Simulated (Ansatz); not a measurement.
Crystal: TiB2.

```
Ti B
1.0
     3.02920    0.00000    0.00000
    -1.51460    2.62336    0.00000
     0.00000    0.00000    3.22840
Ti B
1 2
Direct
  0.00000 0.00000 0.00000
  0.66667 0.33333 0.50000
  0.33333 0.66667 0.50000
```

Base run:

* Program: Ansatz 0.2.0
* Functional: PBE
* Potentials or basis: all-electron LAPW, scalar-relativistic
* Cutoff: 310 eV
* Density cutoff: 1241 eV
* Basis error allowed: 0.001 eV/atom
* k mesh: 10 × 10 × 8
* Occupations: fermi-dirac, width 0.05 eV
* Spin: no spin polarisation

Its results: band gap on the k mesh none (metal or under the smearing width); pressure 0.3 GPa.

The run is repeated on the same cell with these changes: functional from PBE to PBEsol. What comes out?

Band gap on the k mesh none (metal or under the smearing width); pressure -5.1 GPa.

PBEsol binds more tightly than PBE, so the same cell stands under less pressure.

Not every run made on this cell is shown here.
